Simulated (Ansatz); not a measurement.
# Energy ranking of Be4S structures

The calculation used Ansatz, DFT PBE, scalar-relativistic, plane waves, PAW. All cells share a 420 eV cutoff and Γ-centred k meshes spaced at most about 0.3 Å⁻¹ (about 0.25 or finer for metals, 2π included). No spin polarisation.

The zero of energy is the elements' standard structures at the same level; no fitted shifts are applied.

Temperature and zero-point effects are left out. Larger cells and other orderings weren't all tried, so the list isn't exhaustive. The reference form of S is held partly by dispersion forces, which this level lacks.

Invented guesses were relaxed alike, and ends that match in structure were merged. ΔE counts from the first row. Coordination counts Be atoms around S (those within 1.25 times the shortest such distance or 1.15 times the sum of covalent radii; a plus sign parts nearer from farther groups). The ends were matched against large subsets of the Crystallography Open Database and the Materials Project, so a missing match doesn't prove that a structure is unreported.

```tsv
#	reached from	type and space group	atoms	Å³/atom	coordination	ΔE (meV/atom)	gap on mesh (eV)	in databases
1	SnI4 type (P-43m)	P-43m (No. 215)	5	11.6	S 4	0	0.00	no match
2	PbF4 type (I4/mmm)	I4/mmm (No. 139)	5	11.8	S 2+4	330	0.00	no match
3	random cell	Pm-3m (No. 221)	5	12.9	S 6	701	0.00	no match
```

The lowest: Space group P-43m (No. 215), cubic, a = 3.865 Å. Be is surrounded by 1 S at 2.01 Å and 3 Be at 2.18 Å; around S lie 4 Be at 2.01 Å. Its energy over the elements is +0.23 eV/atom. It can't be a ground state, since the elements alone are lower. An observed structure of this formula, if there is one, may be missing.

```
Be S
1.0
     3.86534    0.00000    0.00000
     0.00000    3.86534    0.00000
     0.00000    0.00000    3.86534
Be S
4 1
Direct
  0.30096 0.30096 0.30096
  0.69904 0.69904 0.30096
  0.30096 0.69904 0.69904
  0.69904 0.30096 0.69904
  0.00000 0.00000 0.00000
```

The second: Space group I4/mmm (No. 139), tetragonal, a = 4.499 Å, c = 5.823 Å. Around Be on a site of symmetry 4mm lie 1 Be at 1.93 Å, 1 S at 1.95 Å and 4 Be at 2.45 Å; Be on a site of symmetry mmm has 2 S at 2.25 Å and 4 Be at 2.45 Å; S has 2 Be at 1.95 Å and 4 Be at 2.25 Å. Counting Be atoms around S, the first has S 4 and the second has S 2+4. Cells relaxed within their symmetry can be saddle points. Some candidate types were left out of the draw beforehand, so a known form may be missing.
